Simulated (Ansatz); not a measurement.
BaTiO3 (Barioperovskite):

```
Ba Ti O
1.0
     3.98550    0.00000    0.00000
     0.00000    2.83690    2.84515
     0.00000   -2.83690    2.84515
Ba Ti O
1 1 3
Direct
  0.00000 0.00000 0.00000
  0.50000 0.51240 0.51240
  0.50000 0.99184 0.50524
  0.50000 0.50524 0.99184
  0.00000 0.48740 0.48740
```

```yaml
Program: Ansatz 0.2.0
Task: single point
Functional: PBE
Potentials_or_basis: Ansatz PAW
Cutoff: "420 eV (not typed: the program's choice for these potentials)"
k_mesh: 7 × 7 × 7
Occupations: fermi-dirac, width 0.05 eV
Spin: no spin polarisation
```

On this cell: pressure 2.3 GPa; largest force 0.270 eV/Å; band gap on the k mesh 1.98 eV, indirect (least direct gap 2.08 eV).

The same run follows on a disturbed copy (atoms moved at random, drawn with an rms of 0.05 Å):

```
CELL_PARAMETERS angstrom
3.98550 0.00000 0.00000
0.00000 2.83690 2.84515
0.00000 -2.83690 2.84515
ATOMIC_POSITIONS crystal
Ba 0.00052 0.99985 0.00607
Ti 0.50393 0.51327 0.51997
O 0.50040 0.97716 0.50313
O 0.51683 0.50211 0.00965
O 0.00525 0.48972 0.50255
```

Problem. What does the disturbed cell give?

Solution. The energy moves by +2.7 meV/atom; pressure 3.0 GPa; largest force 0.639 eV/Å; band gap on the k mesh 2.01 eV, indirect (least direct gap 2.16 eV).

Forces in eV/Å, atoms in the order of the input:
```
Ba   0.112 -0.096  0.172
Ti  -0.041  0.192  0.083
O    0.060  0.070  0.303
O   -0.253  0.069 -0.582
O    0.122 -0.235  0.024
```

Stress tensor (GPa, compression positive):
```
 2.89  0.04 -0.03
 0.04  3.08  1.17
-0.03  1.17  2.90
```

Caveats: odd divisions of the mesh miss points on the zone boundary, where band edges often lie, so the gap on the mesh can be too wide; spin-orbit coupling is left out, which moves the levels of the heavy elements.

A k mesh can miss the band edges.
